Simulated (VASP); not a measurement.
## VASP 6.6.1, PBEsol single-point calculation, TePb (rocksalt)

INCAR

```
LREAL = .FALSE.
EDIFF = 1E-7
NELM = 120
ISIF = 2
IBRION = -1
ISMEAR = 0
NBANDS = 17
LASPH = .TRUE.
SIGMA = 0.01
NSW = 0
ENCUT = 520
PREC = Accurate
GGA = PS
LCHARG = .FALSE.
LWAVE = .FALSE.
```

KPOINTS

```
KPOINTS created by Atomic Simulation Environment
0
Gamma
8 8 8
0 0 0
```

KPOINTS_OPT

```
special points
6
Reciprocal
0.0000000000 0.0000000000 0.0000000000 1
0.5000000000 0.0000000000 0.5000000000 1
0.5000000000 0.2500000000 0.7500000000 1
0.3750000000 0.3750000000 0.7500000000 1
0.5000000000 0.5000000000 0.5000000000 1
0.6250000000 0.2500000000 0.6250000000 1
```

POSCAR

```
Pb Te
 1.0000000000000000
    -0.0000000000000000    3.2678368440065522    3.2678368440065522
     3.2678368440065522   -0.0000000000000000    3.2678368440065522
     3.2678368440065522    3.2678368440065522    0.0000000000000000
 Pb  Te
   1   1
Cartesian
  0.0000000000000000  0.0000000000000000  0.0000000000000000
  3.2678368440065522  3.2678368440065522  3.2678368440065522
```

VASP ran with the recommended PBE PAW datasets (20 valence electrons in the cell).

Command

```
mpirun -np 1 vasp_std
```

OSZICAR

```
N       E                     dE             d eps       ncg     rms          rms(c)
DAV:   1     0.149524081725E+03    0.14952E+03   -0.90746E+03   986   0.113E+03
DAV:   2     0.169392574876E+01   -0.14783E+03   -0.14309E+03  1047   0.288E+02
DAV:   3    -0.811122581604E+01   -0.98052E+01   -0.97540E+01  1257   0.818E+01
DAV:   4    -0.836853717944E+01   -0.25731E+00   -0.25719E+00  1246   0.149E+01
DAV:   5    -0.837812100612E+01   -0.95838E-02   -0.95836E-02  1403   0.255E+00    0.308E+00
DAV:   6    -0.824851392981E+01    0.12961E+00   -0.28527E-01  1429   0.386E+00    0.188E+00
DAV:   7    -0.824242959874E+01    0.60843E-02   -0.75457E-02  1294   0.138E+00    0.867E-01
DAV:   8    -0.824297832415E+01   -0.54873E-03   -0.87233E-03  1214   0.938E-01    0.115E-01
DAV:   9    -0.824281910942E+01    0.15921E-03   -0.13363E-03  1494   0.352E-01    0.447E-02
DAV:  10    -0.824282699702E+01   -0.78876E-05   -0.10638E-04  1245   0.807E-02    0.217E-02
DAV:  11    -0.824282905198E+01   -0.20550E-05   -0.16866E-05  1318   0.278E-02    0.794E-03
DAV:  12    -0.824282915198E+01   -0.10001E-06   -0.11183E-06  1301   0.114E-02    0.625E-03
DAV:  13    -0.824282896350E+01    0.18849E-06   -0.10537E-07   790   0.309E-03    0.312E-03
DAV:  14    -0.824282896672E+01   -0.32246E-08   -0.10990E-07   737   0.240E-03
   1 F= -.82428290E+01 E0= -.82428290E+01  d E =-.240888E-24
       N       E                     dE             ncg
DAV:   1     0.166071827733E+04   -0.27655E+04      204
DAV:   2     0.743323660427E+03   -0.91739E+03      214
DAV:   3     0.678478752638E+03   -0.64845E+02      290
DAV:   4     0.676917836836E+03   -0.15609E+01      263
DAV:   5     0.676850163096E+03   -0.67674E-01      319
DAV:   6     0.676849671557E+03   -0.49154E-03      260
DAV:   7     0.676849655356E+03   -0.16201E-04      326
DAV:   8     0.676849655252E+03   -0.10456E-06      236
DAV:   9     0.676849655249E+03   -0.22372E-08      215
```

From OUTCAR

```
k-points           NKPTS =     29   k-points in BZ     NKDIM =     29   number of bands    NBANDS=     17

   NELECT =      20.0000    total number of electrons

   dimension x,y,z NGX =    36 NGY =   36 NGZ =   36
   dimension x,y,z NGXF=    72 NGYF=   72 NGZF=   72

  energy-cutoff  :      520.00
  volume of cell :       69.79
      direct lattice vectors                 reciprocal lattice vectors
     0.000000000  3.267836844  3.267836844    -0.153006415  0.153006415  0.153006415
     3.267836844  0.000000000  3.267836844     0.153006415 -0.153006415  0.153006415
     3.267836844  3.267836844  0.000000000     0.153006415  0.153006415 -0.153006415

 k-points in reciprocal lattice and weights: KPOINTS created by Atomic Simulation Env
   0.00000000  0.00000000  0.00000000       0.002
   0.12500000  0.00000000  0.00000000       0.016
   0.25000000  0.00000000  0.00000000       0.016
   0.37500000  0.00000000  0.00000000       0.016
   0.50000000  0.00000000  0.00000000       0.008
   0.12500000  0.12500000  0.00000000       0.012
   0.25000000  0.12500000  0.00000000       0.047
   0.37500000  0.12500000  0.00000000       0.047
   ...

 E-fermi :   5.0899

 k-point     1 :       0.0000    0.0000    0.0000
  band No.  band energies     occupation
      1     -11.5474      2.00000
      2     -11.5474      2.00000
      3     -11.5392      2.00000
      4     -11.5392      2.00000
      5     -11.5392      2.00000
      6      -6.7280      2.00000
      7      -0.6700      2.00000
      8       3.8235      2.00000
      9       3.8235      2.00000
     10       3.8235      2.00000
     11       9.0472      0.00000
     12       9.0472      0.00000
     13       9.0472      0.00000
     14      10.8624      0.00000
     15      10.8624      0.00000
     16      10.8624      0.00000
     17      12.3701      0.00000

 k-point     2 :       0.1250    0.0000    0.0000
  band No.  band energies     occupation
      1     -11.5490      2.00000
      2     -11.5490      2.00000
      3     -11.5388      2.00000
      4     -11.5372      2.00000
      5     -11.5372      2.00000
      6      -6.6001      2.00000
      7      -1.0564      2.00000
      8       3.8615      2.00000
      9       3.8615      2.00000
     10       4.0263      2.00000
     11       8.2807      0.00000
     12       8.4822      0.00000
     13       8.4822      0.00000
     14      10.6834      0.00000
     15      11.1488      0.00000
     16      11.1488      0.00000
     17      13.2962      0.00000

 k-point     3 :       0.2500    0.0000    0.0000
  band No.  band energies     occupation
      1     -11.5534      2.00000
      2     -11.5534      2.00000
      3     -11.5379      2.00000
      4     -11.5318      2.00000
      5     -11.5318      2.00000
      6      -6.2334      2.00000
      7      -1.9463      2.00000
      8       3.9798      2.00000
      9       3.9798      2.00000
     10       4.4159      2.00000
     11       7.1194      0.00000
     12       7.4948      0.00000
     13       7.4948      0.00000
     14      10.9662      0.00000
     15      11.9323      0.00000
     16      11.9323      0.00000
     17      15.0736      0.00000

 k-point     4 :       0.3750    0.0000    0.0000
  band No.  band energies     occupation
      1     -11.5582      2.00000
      2     -11.5582      2.00000
      3     -11.5371      2.00000
      4     -11.5261      2.00000
      5     -11.5261      2.00000
      6      -5.7103      2.00000
      7      -2.9039      2.00000
      8       4.1574      2.00000
      9       4.1574      2.00000
     10       4.7839      2.00000
     11       6.1998      0.00000
     12       6.6851      0.00000
     13       6.6851      0.00000
     14      12.0052      0.00000
     15      13.1348      0.00000
     16      13.1348      0.00000
     17      15.5125      0.00000

 k-point     5 :       0.5000    0.0000    0.0000
  band No.  band energies     occupation
      1     -11.5602      2.00000
      2     -11.5602      2.00000
      3     -11.5368      2.00000
      4     -11.5237      2.00000
      5     -11.5237      2.00000
      6      -5.3759      2.00000
      7      -3.4006      2.00000
      8       4.2628      2.00000
      9       4.2628      2.00000
     10       5.0216      2.00000
     11       5.7587      0.00000
     12       6.3556      0.00000
     13       6.3556      0.00000
     14      13.2752      0.00000
     15      14.1435      0.00000
     16      14.2772      0.00000
     17      14.2772      0.00000

 k-point     6 :       0.1250    0.1250    0.0000
  band No.  band energies     occupation
      1     -11.5528      2.00000
      2     -11.5460      2.00000
      3     -11.5404      2.00000
      4     -11.5360      2.00000
      5     -11.5360      2.00000
      6      -6.5579      2.00000
      7      -1.1161      2.00000
      8       3.5725      2.00000
      9       3.5725      2.00000
     10       4.5701      2.00000
     11       7.2538      0.00000
     12       9.0897      0.00000
     13       9.0897      0.00000
     14      10.0526      0.00000
     15      11.6394      0.00000
     16      11.6394      0.00000
     17      12.7473      0.00000

 k-point     7 :       0.2500    0.1250    0.0000
  band No.  band energies     occupation
      1     -11.5589      2.00000
      2     -11.5473      2.00000
      3     -11.5403      2.00000
      4     -11.5323      2.00000
      5     -11.5309      2.00000
      6      -6.2722      2.00000
      7      -1.7189      2.00000
      8       3.4327      2.00000
      9       3.4931      2.00000
     10       4.6863      2.00000
     11       6.6555      0.00000
     12       8.5486      0.00000
     13       8.6783      0.00000
     14       9.9982      0.00000
     15      12.2524      0.00000
     16      12.4779      0.00000
     17      13.8366      0.00000

 k-point     8 :       0.3750    0.1250    0.0000
  band No.  band energies     occupation
      1     -11.5641      2.00000
      2     -11.5520      2.00000
      3     -11.5381      2.00000
      4     -11.5286      2.00000
      5     -11.5252      2.00000
      6      -5.7987      2.00000
      7      -2.5783      2.00000
      8       3.4989      2.00000
      9       3.5755      2.00000
     10       4.1669      2.00000
     11       6.8355      0.00000
     12       7.7416      0.00000
     13       7.8403      0.00000
     14      10.6551      0.00000
     15      13.2271      0.00000
     16      13.6465      0.00000
     17      15.1843      0.00000

 k-point     9 :       0.5000    0.1250    0.0000
  band No.  band energies     occupation
      1     -11.5654      2.00000
      2     -11.5566      2.00000
      3     -11.5358      2.00000
      4     -11.5260      2.00000
      5     -11.5229      2.00000
      6      -5.3552      2.00000
      7      -3.2497      2.00000
      8       3.3047      2.00000
      9       3.7750      2.00000
     10       4.1690      2.00000
     11       6.7127      0.00000
     12       7.0753      0.00000
     13       7.6348      0.00000
     14      11.9352      0.00000
     15      13.8794      0.00000
     16      14.3637      0.00000
     17      14.6305      0.00000

 k-point    10 :      -0.3750    0.1250    0.0000
  band No.  band energies     occupation
      1     -11.5620      2.00000
      2     -11.5584      2.00000
      3     -11.5354      2.00000
      4     -11.5256      2.00000
      5     -11.5253      2.00000
      6      -5.4678      2.00000
      7      -3.1064      2.00000
      8       2.9865      2.00000
      9       4.1646      2.00000
     10       4.6173      2.00000
     11       6.2834      0.00000
     12       6.5958      0.00000
     13       8.1797      0.00000
     14      12.0872      0.00000
     15      12.9899      0.00000
     16      13.8636      0.00000
     17      15.1119      0.00000

 k-point    11 :      -0.2500    0.1250    0.0000
  band No.  band energies     occupation
      1     -11.5567      2.00000
      2     -11.5557      2.00000
      3     -11.5369      2.00000
      4     -11.5308      2.00000
      5     -11.5280      2.00000
      6      -5.9689      2.00000
      7      -2.3379      2.00000
      8       2.9707      2.00000
      9       4.3683      2.00000
     10       4.8988      2.00000
     11       6.3096      0.00000
     12       6.6809      0.00000
     13       8.7794      0.00000
     14      11.0749      0.00000
     15      11.8496      0.00000
     16      13.6304      0.00000
     17      14.2599      0.00000

 ...

  Total       -0.7690991     -0.7690991     -0.7690991     -0.0000000      0.0000000     -0.0000000
  in kB      -17.6555724    -17.6555724    -17.6555724     -0.0000000      0.0000000     -0.0000000
  external PRESSURE =     -17.6555724 kB  Pullay stress =       0.0000000 kB

 POSITION                                       TOTAL-FORCE (eV/Angst)
 -----------------------------------------------------------------------------------
      0.00000      0.00000      0.00000         0.000000      0.000000      0.000000
      3.26784      3.26784      3.26784         0.000000      0.000000     -0.000000
 -----------------------------------------------------------------------------------
    total drift:                               -0.000000      0.000000      0.000000

  FREE ENERGIE OF THE ION-ELECTRON SYSTEM (eV)
  ---------------------------------------------------
  free  energy   TOTEN  =        -8.2428289667 eV

  energy  without entropy=       -8.2428289667  energy(sigma->0) =       -8.24282897
```

```
gap between bands v and c : 0.74 eV
least direct gap          : 0.74 eV
pressure                  : -1.8 GPa
```

Band v is the last that the valence electrons fill when counted band by band, and c is the next.

The run took about 34 s on one core of a shared host (Intel Xeon Platinum 8488C) and held 0.23 GiB at most.
